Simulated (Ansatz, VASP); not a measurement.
Two plane-wave programs on AlN

```
CELL_PARAMETERS angstrom
0.11543 2.18405 2.18405
2.18405 0.11543 2.18405
2.18405 2.18405 0.11543
ATOMIC_POSITIONS crystal
Al 0.50000 0.50000 0.50000
N 0.00000 0.00000 0.00000
```

Alike in both runs: task single point; functional PBEsol; k mesh 10 × 10 × 10; occupations gaussian, width 0.05 eV; no spin polarisation.

```csv
,VASP,Ansatz
version,VASP 6.6.1,Ansatz 0.2.0
potentials or method,"VASP PAW PBE potentials, release 64 (Al, N)","scalar-relativistic, plane waves, PAW"
plane-wave cutoff (eV),520,520
valence electrons in the cell,8,8
```

|  | VASP | Ansatz | Ansatz less VASP |
| --- | --- | --- | --- |
| gap on the k mesh at the Fermi level (eV) | 2.58 | 2.58 | +0.001 |
| least direct gap on the mesh (eV) | 3.02 | 3.01 | -0.010 |

Ansatz warned: «pseudo_functional_mismatch».

 A k mesh can miss the band edges.
